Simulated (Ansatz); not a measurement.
**As: phonons with PBEsol**

As:

```
As
1.0
     1.82500   -5.50000    0.00000
     1.82500    5.50000    0.00000
     0.00000    0.00000    4.47000
As
4
Direct
  0.39000 0.61000 0.56000
  0.89000 0.11000 0.94000
  0.61000 0.39000 0.44000
  0.11000 0.89000 0.06000
```

This isn't the form of As at room conditions, which is rhombohedral.

```
Program             : Ansatz 0.2.0
Task                : phonons
Functional          : PBEsol
Potentials or basis : all-electron LAPW, scalar-relativistic
Cutoff              : 298 eV (chosen from the basis error)
Basis error allowed : 0.002 eV/atom
k mesh              : 8 × 8 × 6
Occupations         : fermi-dirac, width 0.05 eV
Spin                : no spin polarisation
```

```yaml
Largest_force: 0.113 eV/Å
Band_gap_on_the_k_mesh: 0.02 eV, indirect (least direct gap 0.09 eV)
Highest_phonon_frequency_at_Γ: 254 cm⁻¹
Most_unstable_mode: 32i cm⁻¹
```

Forces on the atoms (eV/Å):
```
As   0.000  0.052  0.100
As   0.000  0.052 -0.100
As   0.000 -0.052 -0.100
As   0.000 -0.052  0.100
```

Levels at points of the mesh, in eV from the valence-band top:
```csv
k point,band 42,band 43,band 44,band 45,band 46,band 47,band 48,band 49,band 50,band 51
"(0.00, 0.00, 0.00)",-4.31,-2.99,-2.22,-1.83,-1.04,1.97,2.03,2.53,3.42,4.85
"(0.00, 0.00, -0.50)",-4.32,-1.94,-1.94,-0.59,-0.59,1.04,1.04,2.09,2.09,5.04
"(0.00, -0.50, 0.00)",-3.77,-2.50,-2.50,-2.35,-2.35,0.84,0.84,1.03,1.03,3.24
"(0.00, -0.50, -0.50)",-5.45,-4.62,-4.62,-1.80,-1.80,1.98,1.98,4.64,4.64,6.40
"(-0.50, -0.50, 0.00)",-4.43,-3.35,-1.66,-1.22,-0.36,0.15,1.96,2.42,3.05,4.84
"(-0.50, -0.50, -0.50)",-2.06,-1.87,-1.87,-1.08,-1.08,1.48,1.48,1.77,1.77,2.62
```

Phonon frequencies in cm⁻¹ (negative: imaginary):
| q point | frequencies |
| --- | --- |
| (0.000, 0.000, 0.000) | -32 0 0 0 89 107 210 212 214 233 239 254 |

Run time: 10 min on 2 threads of Arm Neoverse V2 (shared host), peak memory 1.4 GiB.

Caveat: a metal's response needs a denser mesh; some modes are imaginary. A k mesh can miss the band edges.
